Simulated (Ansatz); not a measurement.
Runs of Ansatz 0.2.0 on Sb. The structure is hexagonal, space group P6_3/mmc (No. 194). The conventional cell has a = 3.355 Å, b = 3.355 Å, c = 5.470 Å, α = 90.00°, β = 90.00°, γ = 120.00°. Sb (site symmetry -6m2) has 12 Sb at 3.35 Å as nearest neighbours. This isn't the form of Sb at room conditions, which is rhombohedral.

```tsv
task	level	spin	cell	k mesh	points for each segment of the path	gap on the mesh (eV)	pressure (GPa)	relaxed volume (Å³/atom)
relaxation of cell and atoms	PBEsol	off	relaxed	9 × 9 × 5	-	none	0.0	(a)
band structure	PBEsol	off	as given	9 × 9 × 5	14	none	-1.6	-
band structure	LDA	SOC, no magnetisation	as given	7 × 7 × 4	14	none	-2.2	-
relaxation of cell and atoms	LDA	off	relaxed	9 × 9 × 5	-	none	0.0	25.60
```

Alike in all rows: potentials or basis Ansatz PAW; cutoff (eV) 420; smearing fermi-dirac 0.05 eV.

Estimate the missing entries.

(a) 26.04.

Caveats: the PAW data sets come from PBE, with cores solved anew for the run's functional, which leaves a small shift of forces and pressure; the plane-wave basis is chosen anew once the cell has moved, so the energies of steps on either side of that aren't comparable (some runs); spin-orbit coupling is left out, which moves the levels of the heavy elements (some runs).

A k mesh can miss the band edges, and rows without SOC leave out spin-orbit coupling on Sb.

A gap of «none» marks a metal or a gap under the smearing width.
